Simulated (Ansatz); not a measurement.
**Ansatz run, SnS**

Input file of Ansatz 0.2.0:

```yaml
crystal:
  lattice:
    - [4.21959998, 0.0, 0.0]
    - [0.0, 11.42599521, 0.0]
    - [0.0, 0.0, 4.10032863]
  atoms:
    - { symbol: S, position: [0.481, 0.8499, 0.25], spin: 0.125 }
    - { symbol: S, position: [0.519, 0.1501, 0.75], spin: 0.125 }
    - { symbol: S, position: [0.981, 0.6501, 0.75], spin: 0.125 }
    - { symbol: S, position: [0.019, 0.3499, 0.25], spin: 0.125 }
    - { symbol: Sn, position: [0.0765, 0.1232, 0.25], spin: 0.125 }
    - { symbol: Sn, position: [0.9235, 0.8768, 0.75], spin: 0.125 }
    - { symbol: Sn, position: [0.5765, 0.3768, 0.75], spin: 0.125 }
    - { symbol: Sn, position: [0.4235, 0.6232, 0.25], spin: 0.125 }
kpoints:
  mp_grid: { grid: [6, 2, 6], shift: [0, 0, 0] }
  band_path:
    path:
      - [0.0, 0.0, 0.0]
      - [0.0, 0.5, 0.0]
      - [0.0, 0.5, 0.5]
      - [0.0, 0.0, 0.5]
      - [0.0, 0.0, 0.0]
      - [0.5, 0.0, 0.0]
      - [0.5, 0.5, 0.0]
      - [0.5, 0.5, 0.5]
      - [0.5, 0.0, 0.5]
      - [0.5, 0.0, 0.0]
      - [0.0, 0.5, 0.0]
    npoints: 6
magnetization:
  spin_polarized: true
scf:
  occupations: { method: fermi_dirac, width: 0.0791 }
  lower_state_search: "off"
  max_iter: 200
hamiltonian:
  pseudopotentials: { kind: paw }
  xc: pbe
basis:
  ecutwfc: 420
  fft_grid_basis: typed
total_charge: -1.0
output:
  forces: true
  stress: true
  eigenvalues: true
  bader: true
  populations: true
  elf: true
  write_potential: true
  volumetric_format: npy
  dos:
    e_range: [-12, 8]
    de: 0.05
    projected: { site_lists: { S: [S], Sn: [Sn] } }
checkpoint:
  read: saved_state
```

The run starts from an earlier solution of this cell. The state carries no moments; the state need not be the lowest.

Excerpt of what it printed:

```
Magnetization: 0.0000 μB (40.5000 up, 40.5000 down)
Absolute magnetization: 0.0000 μB (∫|ρ↑−ρ↓|, with the PAW one-centre terms)
Spin contamination: 0.0000 ħ² per cell (⟨S²⟩ above its minimum at these occupations)
Per-site moments (μB) at R_I (Å): [(-1.339e-7, 1.0732), (-1.339e-7, 1.0732), (-1.339e-7, 1.0732), (-1.339e-7, 1.0732), (8.899e-8, 1.0732), (8.899e-8, 1.0732), (8.899e-8, 1.0732), (8.899e-8, 1.0732)]
Free energy (F): -27699.5859 eV
Harris-Foulkes:  -27699.5859 eV  (|F-HF|=1.07e-9)
Internal energy: -27699.5419 eV  (E = F + TS)
E sigma→0 (E₀):  -27699.5639 eV
Entropy (-TS):   -0.0441 eV (-5.508 meV/atom)
Fermi energy:    9.2765 eV
--- Per-component energies (eV) ---
  E_band       = -416.0737
  E_kinetic    = 1178.6871
  E_local      = -4349.5290  (includes V_loc(G=0)·N_el)
  E_nonlocal   = -15.0581
  E_hartree    = 2469.4608
  E_xc         = -1930.2561
  E_vxc        = -747.4520  (∫ρ·V_xc dr)
  E_paw        = -18935.0475  (= ΣΔE_a)
  E_vpaw       = -1421.6439  (= ΣTr[D̂ρ^β])
  E_aug_tail   = 0.0000  (compensation charges beyond the density's cutoff)
  E_ewald      = -6117.7992
  E_smearing   = -0.0441  (= −TS)
  E_deformation_potential = -13.6008  (in the stress; not in F)
--- Forces (eV/Å), atoms counted from 1 ---
  atom   1  S     -0.0028     0.3534     0.0000
  atom   2  S      0.0028    -0.3534     0.0000
  atom   3  S     -0.0028    -0.3534     0.0000
  atom   4  S      0.0028     0.3534     0.0000
  atom   5  Sn     0.0044    -0.3613     0.0000
  atom   6  Sn    -0.0044     0.3613     0.0000
  atom   7  Sn     0.0044     0.3613     0.0000
  atom   8  Sn    -0.0044    -0.3613     0.0000
--- Stress (GPa, compression-positive) ---
       -0.5278       0.0000       0.0000
        0.0000       3.7383       0.0000
        0.0000       0.0000      -1.4957
  P = ⅓ Tr σ = 0.5716 GPa (5.716 kbar)
--- Löwdin populations: 8 sites ---
  site symbol       q [e]    m [muB]
     0      S      6.4422     0.0000
     1      S      6.4422     0.0000
     2      S      6.4422     0.0000
     3      S      6.4422     0.0000
     4     Sn     13.7256     0.0000
     5     Sn     13.7256     0.0000
     6     Sn     13.7256     0.0000
     7     Sn     13.7256     0.0000
  spilling = 0.0041 (of n_electrons = 81.0000)
--- Bader charges: 8 sites ---
  site symbol  charge [e]  shift [e]    m [muB]
     0      S     -1.0435     0.0005     0.0000
     1      S     -1.0435     0.0005     0.0000
     2      S     -1.0436     0.0005     0.0000
     3      S     -1.0436     0.0005     0.0000
     4     Sn      0.7936     0.0005     0.0000
     5     Sn      0.7936     0.0005     0.0000
     6     Sn      0.7935     0.0005     0.0000
     7     Sn      0.7935     0.0005     0.0000
```

Origin: a database entry at a rescaled volume. Caveats: charged cell with a uniform background.
